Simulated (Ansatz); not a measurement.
Method: DFT PBE, scalar-relativistic, plane waves, PAW in Ansatz. Settings: cutoff 420 eV, Γ-centred meshes spaced at most about 0.3 Å⁻¹, and about 0.25 Å⁻¹ or finer for metals (2π included), Gaussian smearing. No spin polarisation.

All energies are static (0 K, no zero-point motion).

Two forms of Cd₄Se₃ were relaxed alike.

A.

```xyz
7
Lattice="5.7927 0.0000 0.0000 0.0000 5.7927 0.0000 0.0000 0.0000 5.7927" Properties=species:S:1:pos:R:3 pbc="T T T"
Cd    4.0987    4.0987    4.0987
Cd    1.6941    1.6941    4.0987
Cd    1.6941    4.0987    1.6941
Cd    4.0987    1.6941    1.6941
Se    0.0000    0.0000    2.8964
Se    2.8964    0.0000    0.0000
Se    0.0000    2.8964    0.0000
```

B.

```xyz
7
Lattice="4.0792 0.0000 0.0000 -2.0396 3.5327 0.0000 0.0000 0.0000 12.4917" Properties=species:S:1:pos:R:3 pbc="T T T"
Cd    0.0000    0.0000    4.8891
Cd    0.0000    0.0000    7.6026
Cd    2.0396    1.1776   10.8534
Cd    0.0000    2.3551    1.6383
Se    2.0396    1.1776    3.3082
Se    0.0000    2.3551    9.1836
Se    0.0000    0.0000    0.0000
```

Task: Which form is favoured at zero pressure, and by what margin per atom?

Result: B is lower, by 74 meV/atom. A has space group P-43m (No. 215), 27.8 Å³/atom and a gap of 0.32 eV on its mesh; B has space group P-3m1 (No. 164), 25.7 Å³/atom and no gap. Counting Se atoms around Cd (those within 1.25 times the shortest such distance or 1.15 times the sum of covalent radii; a slash parts the counts of unlike sites), A has Cd 3 and B has Cd 3/6. The denser one is the lower, and pressure would at first widen the difference. In A, Cd has 3 Se at 2.68 Å; Se has 4 Cd at 2.68 Å. In B, Cd on its first site has 1 Cd at 2.71 Å and 3 Se at 2.84 Å; Cd on its second site has 6 Se at 2.87–2.89 Å; Se on a site of symmetry 3m is surrounded by 6 Cd at 2.84–2.89 Å; 1 more site not described. Both come from invented guesses. The lowest form computed isn't among them: it has space group P3m1 (No. 156), 29.9 Å³/atom and lies 5 meV/atom below the best shown.

Kohn–Sham gaps at this level usually fall short of measured ones. Cells relaxed within their symmetry can be saddle points. Some candidate types were left out of the draw beforehand, so a known form may be missing.

Counting Cd as divalent and Se as a dianion leaves two electrons per formula unit, and the two forms appear to house them differently. A is zinc blende with one Se missing per cube. Its four Cd atoms are drawn in towards the vacancy, which suggests a four-centre bonding state of Cd 5s character, and the filling of that state fits the gap. In B the pair probably forms the two-centre σ bond of a Cd₂²⁺ dumbbell, with the remaining Cd in octahedral sites. This localised bond, together with the more ionic sixfold surroundings, plausibly gives B its advantage. Such a count is also closed-shell, so the missing gap in B points to band overlap rather than to unpaired electrons.

Density alone doesn't set the order: the P3m1 form is the least dense of the three yet the lowest, and modest pressure should put B below it. Nothing here shows that any of these forms would resist separating into CdSe and cadmium metal, the expected outcome at this composition.
